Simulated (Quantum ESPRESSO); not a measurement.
# Ru under changes of volume

One of the cells (13.575 Å³/atom); the others are scaled copies at fixed shape and fractional positions:

```xyz
2
Lattice="2.7058 0.0000 0.0000 -1.3529 2.3433 0.0000 0.0000 0.0000 4.2819" Properties=species:S:1:pos:R:3 pbc="T T T"
Ru    1.3529    0.7811    3.2114
Ru    0.0000    1.5622    1.0705
```

* Program: Quantum ESPRESSO 7.5
* Functional: r2SCAN
* Potentials or basis: SG15 PBE 1.2
* Cutoff: 952 eV
* Density cutoff: 3810 eV
* k mesh: 8 × 8 × 4
* Occupations: fermi-dirac, width 0.05 eV
* Spin: no spin polarisation

```csv
volume (Å³/atom),energy over the lowest point (meV/atom),pressure (GPa)
12.760,37.36,19.6
13.032,?,?
13.303,0.00,2.9
13.575,0.97,-4.1
13.846,13.13,-10.3
14.118,35.23,-15.8
14.389,66.14,-20.7
```

What does the run at 13.032 Å³/atom give?

Energy over the lowest point 11.61 meV/atom; pressure 10.8 GPa.

Worked out: A Birch-Murnaghan fit of order 3 (a polynomial in V^(-2/3)) to the other rows has its minimum at 13.42 Å³/atom with B0 = V·E''(V) = 349 GPa and B' = 4.8 at fixed shape and positions, which overstates the stiffness. It gives 11.58 meV/atom at 13.032 Å³/atom, against the run's 11.61, and -dE/dV = 10.8 GPa, against 10.8.

Energies are extrapolated to zero smearing.

Caveats: some runs use coarse meshes; the potentials were made for another functional, which shifts forces and pressure.
